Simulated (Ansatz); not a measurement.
**K: a prediction, then the measurements**

Theory: DFT PBE, scalar-relativistic, plane waves, PAW (Ansatz).

Cutoff 420 eV; k points 12×12×12 on the computed 1-atom cell (Γ-centred); Gaussian smearing, width 0.10 eV; no spin polarisation.

Relaxed structure, symmetry kept:

```yaml
crystal:
  lattice:
    - [-2.64093, 2.64093, 2.64093]
    - [2.64093, -2.64093, 2.64093]
    - [2.64093, 2.64093, -2.64093]
  atoms:
    - { symbol: K, position: [0.00000, 0.00000, 0.00000] }
```

```json
{"Space group": "Im-3m (No. 229)", "Volume per atom": "73.68 Å³", "Formation energy from the elements' standard states (uncorrected)": "+0.001 eV/atom", "Kohn–Sham band gap": "none (metal)", "Density of states at the Fermi level": "0.78 states/eV per cell", "Löwdin character within 0.5 eV of the Fermi level": "K 4s 86 %, unprojected 14 %", "Bulk modulus": "3.6 GPa", "Its pressure derivative": "3.8", "Bader charges (e)": "K (1 in the cell) 0.00"}
```

**What was measured.**

A printed reference work, data compilation reports, for a bulk crystal of K at 293.15 K: lattice constant a 5.334 Å.

Measured lattice constant a of K: 5.334 Å (293.15 K; a printed reference work, data compilation). This calculation gives 5.282 Å (-1.0 %). The calculation is for 0 K without zero-point motion.